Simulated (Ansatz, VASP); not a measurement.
Sr: VASP beside Ansatz

```
CELL_PARAMETERS angstrom
0.00000 4.61894 4.61894
4.61894 0.00000 4.61894
4.61894 4.61894 0.00000
ATOMIC_POSITIONS crystal
Sr 0.12500 0.12500 0.12500
Sr 0.87500 0.87500 0.87500
```

Alike in both runs: task single point; functional PBEsol; k mesh 7 × 7 × 7; occupations fermi-dirac, width 0.1 eV; no spin polarisation.

|  | VASP | Ansatz |
| --- | --- | --- |
| version | VASP 6.6.1 | Ansatz 0.2.0 |
| potentials or method | VASP PAW PBE potentials, release 64 (Sr_sv) | plane waves (420 eV) with PAW, scalar-relativistic |
| plane-wave cutoff (eV) | 520 | 420 |
| valence electrons in the cell | 20 | 20 |

```csv
,VASP,Ansatz,Ansatz less VASP
pressure (GPa),0.1,0.1,0.00
```

The functional is the same, so the differences come from potentials, cutoffs and numerics. Ansatz warned: «pseudo_functional_mismatch».

Caveats: the PAW data sets were made with another functional, which shifts forces and pressure a little (VASP).
